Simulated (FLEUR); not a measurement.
# Zr (P6_3/mmc) in FLEUR: notebook

One crystal, Zr, is run at these levels: PBE; tasks: band structure, equation of state.

All numbers are computed with FLEUR MaX-R8.1 (later development tree); they aren't measurements. Logs are shortened: lines on timing, memory, paths and dates and some standing lists are left out, and cuts for length are marked.

**1. The crystal as given**

It takes space group P6_3/mmc (No. 194, hexagonal). Conventional cell: a = 3.232 Å, b = 3.232 Å, c = 5.147 Å, α = 90.00°, β = 90.00°, γ = 120.00°. Around Zr (site symmetry -6m2) lie 12 Zr at 3.18 to 3.23 Å.

**2. Band structure, PBE**

inp.xml

```xml
<?xml version="1.0" encoding="UTF-8" standalone="no"?>
<fleurInput fleurInputVersion="0.39">
   <comment>
      Zr                                                                                                  
   </comment>
   <calculationSetup>
      <cutoffs Kmax="4.1" Gmax="12.7" GmaxXC="12.7" numbands="0"/>
      <scfLoop itmax="60" minDistance="0.00001" maxIterBroyd="15" imix="Anderson" alpha="0.05" precondParam="0.0" spinf="2.0" sdNocoIR="T"/>
      <coreElectrons ctail="T" frcor="F" kcrel="0" coretail_lmax="0"/>
      <xcFunctional name="pbe" relativisticCorrections="F"/>
      <magnetism jspins="1"/>
      <soc l_soc="F" theta="0.0" phi="0.0" spav="F"/>
      <expertModes spex="0" secvar="F"/>
      <geometryOptimization l_f="F" forcealpha="1.0" forcemix="BFGS" epsdisp="0.00001" epsforce="0.00001"/>
      <ldaU l_linMix="F" mixParam="0.05" spinf="1.0"/>
   </calculationSetup>
   <cell>
      <bzIntegration valenceElectrons="24.0" mode="hist" fermiSmearingEnergy="0.00183747">
         <kPointListSelection listName="default-1"/>
         <!-- k-points included here -->
         <xi:include xmlns:xi="http://www.w3.org/2001/XInclude" href="kpts.xml"> </xi:include>
      </bzIntegration>
      <!-- symmetry operations included here -->
      <xi:include xmlns:xi="http://www.w3.org/2001/XInclude" href="sym.xml"> </xi:include>
      <bulkLattice scale="1.0">
         <bravaisMatrix>
            <row-1>    6.1075948347072000     0.0000000000000000     0.0000000000000000</row-1>
            <row-2>   -3.0537974173536000     5.2893322828198945     0.0000000000000000</row-2>
            <row-3>    0.0000000000000000     0.0000000000000000     9.7264203633161994</row-3>
         </bravaisMatrix>
      </bulkLattice>
   </cell>
   <atomSpecies>
      <species name="Zirconium (Zr)" element="Zr" atomicNumber="40">
         <mtSphere radius="2.66" gridPoints="879" logIncrement="0.015"/>
         <atomicCutoffs lmax="10" lnonsphr="10"/>
         <electronConfig flipSpins="F">
            <coreConfig>(1s1/2) (2s1/2) (2p1/2) (2p3/2) (3s1/2) (3p1/2) (3p3/2) (3d3/2) (3d5/2)</coreConfig>
            <valenceConfig>(4s1/2) (4p1/2) (4p3/2) (5s1/2) (4d3/2) (4d5/2)</valenceConfig>
            <stateOccupation state="(4d3/2)" spinUp="0.400000" spinDown="0.400000"/>
            <stateOccupation state="(4d5/2)" spinUp="0.600000" spinDown="0.600000"/>
         </electronConfig>
         <energyParameters s="5" p="5" d="4" f="4"/>
         <lo type="SCLO" l="0" n="4" eDeriv="0"/>
         <lo type="SCLO" l="1" n="4" eDeriv="0"/>
         <lo type="SCLO" l="1" n="4" eDeriv="1"/>
         <lo type="SCLO" l="2" n="4" eDeriv="2"/>
         <lo type="SCLO" l="3" n="4" eDeriv="2"/>
      </species>
   </atomSpecies>
   <atomGroups>
      <atomGroup species="Zirconium (Zr)">
         <relPos label="                   1">-1.000/3.000 1.000/3.000 -1.000/4.000</relPos>
         <relPos label="                   2">1.000/3.000 -1.000/3.000 1.000/4.000</relPos>
         <force calculate="T" relaxXYZ="TTT"/>
      </atomGroup>
   </atomGroups>
   <output dos="F" band="F" slice="F">
      <checks vchk="F" cdinf="F"/>
      <bandDOS minEnergy="-.5*Htr" maxEnergy="0.5*Htr" sigma="0.015" storeEVData="T"/>
      <vacuumDOS vacdos="F" integ="F" star="F" nstars="0" locx1="0.0" locy1="0.0" locx2="0.0" locy2="0.0" nstm="0" tworkf="0.0"/>
      <unfoldingBand unfoldBand="F" supercellX="1" supercellY="1" supercellZ="1"/>
      <plotting iplot="0" polar="F">
         <plot TwoD="T" vec1="  1.0  0.0  0.0" vec2="  0.0  1.0  0.0" vec3="  0.0  0.0  1.0" zero="  0.0  0.0  0.0" file="plot"/>
      </plotting>
      <chargeDensitySlicing numkpt="0" minEigenval="0.0" maxEigenval="0.0" nnne="0" pallst="F"/>
      <specialOutput eonly="F"/>
      <moessbauerParams electricFieldGradient="T" isomerShift="T" coreHyperfine="T" valenceHyperfine="T"/>
      <magneticCircularDichroism mcd="F" energyLo="-10.0" energyUp="0.0"/>
   </output>
  <!-- We include the file relax.xml here to enable relaxations (see documentation) -->
  <xi:include xmlns:xi="http://www.w3.org/2001/XInclude" href="relax.xml"> <xi:fallback/> </xi:include>
</fleurInput>
```

crystal.txt

```
Zr
&input cartesian=F /
3.2320000000  0.0000000000  0.0000000000
-1.6160000000  2.7989941050  0.0000000000
0.0000000000  0.0000000000  5.1470000000
1.8897261246
1.0 1.0 1.0

2
40 0.6666666666  0.3333333332  0.7500000000
40 0.3333333332  0.6666666666  0.2500000000

&kpt div1=9 div2=9 div3=5 gamma=T /
```

inp.xml (bands)

```
<?xml version="1.0" encoding="UTF-8" standalone="no"?>
<fleurInput fleurInputVersion="0.39">
   <comment>
      Zr                                                                                                  
   </comment>
   <calculationSetup>
      <cutoffs Kmax="4.1" Gmax="12.7" GmaxXC="12.7" numbands="0"/>
      <scfLoop itmax="60" minDistance="0.00001" maxIterBroyd="15" imix="Anderson" alpha="0.05" precondParam="0.0" spinf="2.0" sdNocoIR="T"/>
      <coreElectrons ctail="T" frcor="F" kcrel="0" coretail_lmax="0"/>
      <xcFunctional name="pbe" relativisticCorrections="F"/>
      <magnetism jspins="1"/>
      <soc l_soc="F" theta="0.0" phi="0.0" spav="F"/>
      <expertModes spex="0" secvar="F"/>
      <geometryOptimization l_f="F" forcealpha="1.0" forcemix="BFGS" epsdisp="0.00001" epsforce="0.00001"/>
      <ldaU l_linMix="F" mixParam="0.05" spinf="1.0"/>
   </calculationSetup>
   <cell>
      <bzIntegration valenceElectrons="24.0" mode="hist" fermiSmearingEnergy="0.00183747">
         <kPointListSelection listName="path-1"/>
         <!-- k-points included here -->
         <xi:include xmlns:xi="http://www.w3.org/2001/XInclude" href="kpts.xml"> </xi:include>
      </bzIntegration>
      <!-- symmetry operations included here -->
      <xi:include xmlns:xi="http://www.w3.org/2001/XInclude" href="sym.xml"> </xi:include>
      <bulkLattice scale="1.0">
         <bravaisMatrix>
            <row-1>    6.1075948347072000     0.0000000000000000     0.0000000000000000</row-1>
            <row-2>   -3.0537974173536000     5.2893322828198945     0.0000000000000000</row-2>
            <row-3>    0.0000000000000000     0.0000000000000000     9.7264203633161994</row-3>
         </bravaisMatrix>
      </bulkLattice>
   </cell>
   <atomSpecies>
      <species name="Zirconium (Zr)" element="Zr" atomicNumber="40">
         <mtSphere radius="2.66" gridPoints="879" logIncrement="0.015"/>
         <atomicCutoffs lmax="10" lnonsphr="10"/>
         <electronConfig flipSpins="F">
            <coreConfig>(1s1/2) (2s1/2) (2p1/2) (2p3/2) (3s1/2) (3p1/2) (3p3/2) (3d3/2) (3d5/2)</coreConfig>
            <valenceConfig>(4s1/2) (4p1/2) (4p3/2) (5s1/2) (4d3/2) (4d5/2)</valenceConfig>
            <stateOccupation state="(4d3/2)" spinUp="0.400000" spinDown="0.400000"/>
            <stateOccupation state="(4d5/2)" spinUp="0.600000" spinDown="0.600000"/>
         </electronConfig>
         <energyParameters s="5" p="5" d="4" f="4"/>
         <lo type="SCLO" l="0" n="4" eDeriv="0"/>
         <lo type="SCLO" l="1" n="4" eDeriv="0"/>
         <lo type="SCLO" l="1" n="4" eDeriv="1"/>
         <lo type="SCLO" l="2" n="4" eDeriv="2"/>
         <lo type="SCLO" l="3" n="4" eDeriv="2"/>
      </species>
   </atomSpecies>
   <atomGroups>
      <atomGroup species="Zirconium (Zr)">
         <relPos label="                   1">-1.000/3.000 1.000/3.000 -1.000/4.000</relPos>
         <relPos label="                   2">1.000/3.000 -1.000/3.000 1.000/4.000</relPos>
         <force calculate="T" relaxXYZ="TTT"/>
      </atomGroup>
   </atomGroups>
   <output dos="F" band="T" slice="F">
      <checks vchk="F" cdinf="F"/>
      <bandDOS minEnergy="-.5*Htr" maxEnergy="0.5*Htr" sigma="0.015" storeEVData="T"/>
      <vacuumDOS vacdos="F" integ="F" star="F" nstars="0" locx1="0.0" locy1="0.0" locx2="0.0" locy2="0.0" nstm="0" tworkf="0.0"/>
      <unfoldingBand unfoldBand="F" supercellX="1" supercellY="1" supercellZ="1"/>
      <plotting iplot="0" polar="F">
         <plot TwoD="T" vec1="  1.0  0.0  0.0" vec2="  0.0  1.0  0.0" vec3="  0.0  0.0  1.0" zero="  0.0  0.0  0.0" file="plot"/>
      </plotting>
      <chargeDensitySlicing numkpt="0" minEigenval="0.0" maxEigenval="0.0" nnne="0" pallst="F"/>
      <specialOutput eonly="F"/>
      <moessbauerParams electricFieldGradient="T" isomerShift="T" coreHyperfine="T" valenceHyperfine="T"/>
      <magneticCircularDichroism mcd="F" energyLo="-10.0" energyUp="0.0"/>
   </output>
  <!-- We include the file relax.xml here to enable relaxations (see documentation) -->
  <xi:include xmlns:xi="http://www.w3.org/2001/XInclude" href="relax.xml"> <xi:fallback/> </xi:include>
</fleurInput>
```

Potentials or basis: all-electron, FLAPW.

Run with:

```bash
> inpgen -f crystal.txt -profile fastHighL
> # inp.xml edited to the form shown
> fleur_MPI
> fleur_MPI   # second run, on inp.xml (bands)
```

Output:

```text
Welcome to FLEUR        (www.flapw.de)
      MaX-Release 8.1          (www.max-centre.eu)

 ========== k-point set info ==========
 Selected k-point list: default-1
 k-point list type: mesh
 9 x 9 x 5
 Number of k points: 36

 ------------Calculation Setup---------------------------
 Number of MPI-tasks      :            1
 Number of PE/node        :            1
 Number of OMP-threads    :            1
 Most efficient MPI parallelization for:
           1           2           3           4           6           9          12          18          36
 Additional eigenvalue parallelization possible
 Number of basis functions:          446
 Approximate size of matrices (H+S) per k-point:         0.003 GB
 --------------------------------------------------------
 Iteration:     1   Distance:       4.54553627 me/bohr^3
 Iteration:     2   Distance:       4.20094747 me/bohr^3
 Iteration:     3   Distance:       1.46452450 me/bohr^3
 Iteration:     4   Distance:       0.55664951 me/bohr^3
 Iteration:     5   Distance:       0.35108646 me/bohr^3
 Iteration:     6   Distance:       0.04431505 me/bohr^3
 Iteration:     7   Distance:       0.04170257 me/bohr^3
 Iteration:     8   Distance:       0.00393410 me/bohr^3
 Iteration:     9   Distance:       0.00096616 me/bohr^3
 Iteration:    10   Distance:       0.00049640 me/bohr^3
 Iteration:    11   Distance:       0.00007823 me/bohr^3
 Iteration:    12   Distance:       0.00006697 me/bohr^3
 Iteration:    13   Distance:       0.00001217 me/bohr^3
 Iteration:    14   Distance:       0.00000065 me/bohr^3

 ********************************************************************
 Run finished successfully
 Stop message:
   all done
 ********************************************************************
```

output (bands):

```text
Welcome to FLEUR        (www.flapw.de)
      MaX-Release 8.1          (www.max-centre.eu)

 ========== k-point set info ==========
 Selected k-point list: path-1
 k-point list type: path
 Number of k points: 60

 ------------Calculation Setup---------------------------
 Number of MPI-tasks      :            1
 Number of PE/node        :            1
 Number of OMP-threads    :            1
 Most efficient MPI parallelization for:
           1           2           3           4           5           6          10          12          15          20          30          60
 Additional eigenvalue parallelization possible
 Number of basis functions:          446
 Approximate size of matrices (H+S) per k-point:         0.003 GB
 --------------------------------------------------------
 Fermi energy correction for metals:
 Fermi energy in bands.* files may not be consistent with last density.
 Please correct it manually (e.g. in band.gnu file).

 Note: Band structure data (together with different weights) is also stored in the banddos.hdf file.
       A convenient way of extracting and plotting the data from that file is by making use of the

 ********************************************************************
 Run finished successfully
 Stop message:
   Charge density postprocessing done.
 ********************************************************************
```

out.xml (last iteration):

```text
<iteration numberForCurrentRun="   14" overallNumber="   14">
         <energyParameters units="Htr">
            <atomicEP atomType="1" spin="1" branch="5s" branchLowest="-1.36" branchHighest="2.07" value="0.2971395072"/>
            <atomicEP atomType="1" spin="1" branch="5p" branchLowest="-0.51" branchHighest="2.68" value="0.4092869435"/>
            <atomicEP atomType="1" spin="1" branch="4d" branchLowest="-5.81" branchHighest="0.81" value="0.4030606318"/>
            <atomicEP atomType="1" spin="1" branch="4f" branchLowest="-9.99" branchHighest="2.13" value="0.6612902775"/>
            <loAtomicEP atomType="1" spin="1" branch="4s" branchLowest="-14.26" branchHighest="-1.36" value="-1.3954624192"/>
            <loAtomicEP atomType="1" spin="1" branch="4p" branchLowest="-11.06" branchHighest="-0.51" value="-0.5907346882"/>
            <loAtomicEP atomType="1" spin="1" branch="4p" branchLowest="-11.06" branchHighest="-0.51" value="-0.5907346882"/>
            <loAtomicEP atomType="1" spin="1" branch="4d" branchLowest="-5.81" branchHighest="0.81" value="0.4020851938"/>
            <loAtomicEP atomType="1" spin="1" branch="4f" branchLowest="-9.99" branchHighest="2.13" value="0.6612925891"/>
         </energyParameters>
         <eigenvalues>
            <eigenvaluesAt spin="1" ikpt="1" k_x="0.00000000" k_y="0.00000000" k_z="0.00000000">
                      -1.4005772372       -1.3948875879       -0.6115389879       -0.5795590076       -0.5795590076
                      -0.5745003677       -0.5743517205       -0.5743517205        0.1861836661        0.2824571361
                       0.4253968949        0.4253968949        0.4309381745        0.4368584254        0.4508704559
                       0.4508704559        0.4721634730        0.4721634730        0.5565525529
            </eigenvaluesAt>
            <eigenvaluesAt spin="1" ikpt="2" k_x="0.00000000" k_y="0.00000000" k_z="0.20000000">
                      -1.4000427211       -1.3954399381       -0.6082122950       -0.5790664944       -0.5790664944
                      -0.5782739192       -0.5748537980       -0.5748537980        0.1982895574        0.2809759800
                       0.4168492817        0.4203642692        0.4203642692        0.4217522834        0.4423539931
                       0.4423539931        0.4893119641        0.4893119641        0.5590483914
            </eigenvaluesAt>
            <eigenvaluesAt spin="1" ikpt="3" k_x="0.00000000" k_y="0.00000000" k_z="0.40000000">
                      -1.3986348163       -1.3968768589       -0.5993125113       -0.5878933565       -0.5777726485
                      -0.5777726485       -0.5761635670       -0.5761635670        0.2300983708        0.2653920853
                       0.3945910307        0.4024136754        0.4187625016        0.4187625016        0.4274399671
                       0.4274399671        0.5227476343        0.5227476343        0.5509537902
            </eigenvaluesAt>
[... 30 lines left out ...]
            <totalCharge value="79.9999999939"/>
         </allElectronCharges>
         <moessbauerParams unitsHFF="kG" unitsIS="e/bohr^3" unitsEFG="Htr/bohr^2">
            <coreIsomerShift atomType="1" isTotal="75216.99522">
               <shell n="1" l="0" isomerShift="66636.84961"/>
               <shell n="2" l="0" isomerShift="7205.21617"/>
               <shell n="2" l="1" isomerShift="104.60483"/>
               <shell n="3" l="0" isomerShift="1251.32602"/>
               <shell n="3" l="1" isomerShift="18.99858"/>
               <shell n="3" l="2" isomerShift="0.00000"/>
            </coreIsomerShift>
            <isomerShift atomType="1" nucleusRadius="0.0001063" averageDensity="75424.94178"/>
            <electricFieldGradient atomType="1" VXX="-0.21098" VYY="-0.21098" VZZ="0.42196" asymParam="0.00000">
            </electricFieldGradient>
         </moessbauerParams>
         <totalEnergy                                    value="    -7198.4324952030" units="Htr">
            <sumOfEigenvalues                            value="    -4256.9060115156">
               <coreElectrons value="-4246.8840005550"/>
               <valenceElectrons value="-10.0220109606"/>
            </sumOfEigenvalues>
            <densityCoulombPotentialIntegral value="-11397.4715900303"/>
            <densityEffectivePotentialIntegral value="-11695.4538729266"/>
            <chargeDenXCDenIntegral value="-228.6912513719"/>
            <FockExchangeEnergyValence value="0.0000000000"/>
            <FockExchangeEnergyCore value="0.0000000000"/>
            <atomTypeDependentContributions atomType="1">
               <electronNucleiInteractionDifferentMTs value="8667.5462748436"/>
               <MadelungTerm value="-42.0070353834"/>
            </atomTypeDependentContributions>
            <tkbTimesEntropy value="0.0005956843"/>
            <freeEnergy value="-7198.4330908872"/>
            <extrapolationTo0K value="-7198.4327930451"/>
         </totalEnergy>
         <densityConvergence units="me/bohr^3">
            <chargeDensity spin="1" distance="0.0000006514"/>
         </densityConvergence>
      </iteration>
```

It took 47 s on 1 thread of Intel Xeon Platinum 8488C (Sapphire Rapids), shared host; peak memory 0.07 GiB.

Results:

```yaml
Free_energy: -195879.3432 eV
Band_gap_along_the_path: none (metal or under the smearing width)
Valence_electrons_inside_the_program's_atomic_spheres: Zr 10.09 (radii Zr 2.66 bohr)
```

Levels at the corners of the path, in eV from the Fermi level:
```
point  band 8  band 9  band 10  band 11  band 12  band 13  band 14  band 15  band 16  band 17
    Γ  -26.36   -5.66    -3.04     0.85     0.85     1.00     1.16     1.54     1.54     2.12
    M  -26.46   -2.58    -2.52    -2.15    -0.23     0.52     0.77     1.45     4.88     5.28
    K  -26.74   -2.11    -1.37    -1.37    -1.15     0.25     0.25     1.79     4.29     4.29
    Γ  -26.36   -5.66    -3.04     0.85     0.85     1.00     1.16     1.54     1.54     2.12
    A  -26.43   -3.95    -3.95     0.03     0.03     0.75     0.75     0.75     0.75     3.93
    L  -26.59   -2.88    -2.88    -1.07    -1.07     1.61     1.61     2.19     2.19     5.11
    H  -26.52   -1.45    -1.45    -1.29    -1.29    -0.05    -0.05     2.02     2.02     4.37
    A  -26.43   -3.95    -3.95     0.03     0.03     0.75     0.75     0.75     0.75     3.93
    L  -26.59   -2.88    -2.88    -1.07    -1.07     1.61     1.61     2.19     2.19     5.11
    M  -26.46   -2.58    -2.52    -2.15    -0.23     0.52     0.77     1.45     4.88     5.28
    K  -26.74   -2.11    -1.37    -1.37    -1.15     0.25     0.25     1.79     4.29     4.29
    H  -26.52   -1.45    -1.45    -1.29    -1.29    -0.05    -0.05     2.02     2.02     4.37
```

Core levels (eV from the Fermi level):
```tsv
atom	levels
1 Zr	1s1/2 -17811.5, 2s1/2 -2462.5, 2p1/2 -2253.6, 2p3/2 -2167.7, 3s1/2 -398.7, 3p1/2 -321.0, 3p3/2 -307.3, 3d3/2 -170.3, 3d5/2 -167.8
2 Zr	1s1/2 -17811.5, 2s1/2 -2462.5, 2p1/2 -2253.6, 2p3/2 -2167.7, 3s1/2 -398.7, 3p1/2 -321.0, 3p3/2 -307.3, 3d3/2 -170.3, 3d5/2 -167.8
```

(Continued in part 2 of 2.)
